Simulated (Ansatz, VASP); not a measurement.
# Two plane-wave programs on TaN

```
CELL_PARAMETERS angstrom
0.00000 2.28795 2.23347
2.28795 0.00000 2.23347
2.28795 2.28795 0.00000
ATOMIC_POSITIONS crystal
Ta 0.50000 0.50000 0.50000
N 0.00000 0.00000 0.00000
```

Change from the starting cell: strain +0.050 along x and y, +0.025 along z, atoms carried along.

Alike in both runs: task single point; functional PBEsol; k mesh 18 × 18 × 18; occupations gaussian, width 0.15 eV; no spin polarisation.

|  | VASP | Ansatz |
| --- | --- | --- |
| version | VASP 6.6.1 | Ansatz 0.2.0 |
| potentials or method | VASP PAW PBE potentials, release 64 (Ta_pv, N) | scalar-relativistic, plane waves, PAW |
| plane-wave cutoff (eV) | 520 | 420 |
| valence electrons in the cell | 16 | 18 |

```csv
,VASP,Ansatz,Ansatz less VASP
gap on the k mesh at the Fermi level (eV),none,none,-
pressure (GPa),-29.8,-30.4,-0.55
largest component of the traceless stress (GPa),5.76,5.71,-0.052
```

A gap of «none» marks a metal or a gap that the smearing closes. The functional is the same, so the differences come from potentials, cutoffs and numerics. The two sets of potentials don't hold the same shells in valence.

Caveats: so large a pressure means that the cell lies far from this level's equilibrium, or that cutoff or potentials fall short (VASP); the potentials were made for another functional, which shifts forces and pressure (VASP). Spin-orbit coupling is left out, which matters for the levels of Ta.
